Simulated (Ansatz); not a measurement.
Crystal: N.

```
N
1.0
     5.56052    0.00000    0.00000
     0.00000    5.56052    0.00000
     0.00000    0.00000    5.56052
N
8
Direct
  0.05740 0.44260 0.55740
  0.44260 0.55740 0.05740
  0.55740 0.05740 0.44260
  0.94260 0.94260 0.94260
  0.94260 0.55740 0.44260
  0.55740 0.44260 0.94260
  0.44260 0.94260 0.55740
  0.05740 0.05740 0.05740
```

Base run:

| Item | Value |
| --- | --- |
| Program | Ansatz 0.2.0 |
| Functional | PBE |
| Potentials or basis | Ansatz PAW |
| Cutoff | 420 eV |
| Density cutoff | 1680 eV |
| k mesh | 5 × 5 × 5 |
| Occupations | fermi-dirac, width 0.05 eV |
| Spin | no spin polarisation |

Its results: band gap on the k mesh 7.28 eV, indirect (least direct gap 7.31 eV); pressure 0.0 GPa; largest force 0.602 eV/Å.

**Question.** The run is repeated on the same cell with these changes: functional from PBE to r2SCAN; cutoff from 420 eV to 500 eV; density cutoff from 1680 eV to 2000 eV. What comes out?

**Answer.** Band gap on the k mesh 7.94 eV, indirect (least direct gap 7.97 eV); pressure -2.3 GPa; largest force 1.835 eV/Å.

r2SCAN gives the wider gap, since meta-GGAs in the generalised Kohn-Sham scheme recover part of the derivative discontinuity.

Caveats: odd divisions of the mesh miss points on the zone boundary, where band edges often lie, so the gap on the mesh can be too wide (some runs); the PAW data sets come from PBE, with cores solved anew for the run's functional, which leaves a small shift of forces and pressure (some runs); forces of over 1 eV/Å show positions far from the minimum, so gaps and moduli don't describe the material at rest (some runs).

Not every run made on this cell is shown here.
